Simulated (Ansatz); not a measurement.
MoS2, a slab with vacuum:

```
Mo S
1.0
     3.18413    0.00000    0.00000
    -1.59206    2.75753    0.00000
     0.00000    0.00000   17.33460
Mo S
1 2
Direct
  0.00000 0.00000 0.00000
  0.33333 0.66667 0.91051
  0.33333 0.66667 0.08949
```

Base run:

* Program: Ansatz 0.2.0
* Functional: PBEsol
* Potentials or basis: all-electron LAPW, scalar-relativistic
* Cutoff: 241 eV
* Density cutoff: 965 eV
* Basis error allowed: 0.002 eV/atom
* k mesh: 10 × 10 × 2
* Occupations: fermi-dirac, width 0.05 eV
* Spin: no spin polarisation
* Hubbard terms: Mo d U = 8 eV

Its results: band gap on the k mesh 1.04 eV, direct; largest force 0.229 eV/Å.

Problem. After a change of settings the same cell gave: band gap on the k mesh 1.53 eV, direct; largest force 0.173 eV/Å. Which change was it?
A. potentials or basis from all-electron LAPW, scalar-relativistic to all-electron PAW datasets made for the crystal; hubbard terms from Mo d U = 8 eV to none
B. hubbard terms from Mo d U = 8 eV to Mo d U = 6 eV
C. functional from PBEsol to LDA; hubbard terms from Mo d U = 8 eV to none
D. k mesh from 10 × 10 × 2 to 8 × 8 × 2; hubbard terms from Mo d U = 8 eV to none

Solution. B.

Caveats: U is the effective U less J, on atomic orbitals that reach past the spheres.

Not every run made on this cell is shown here.
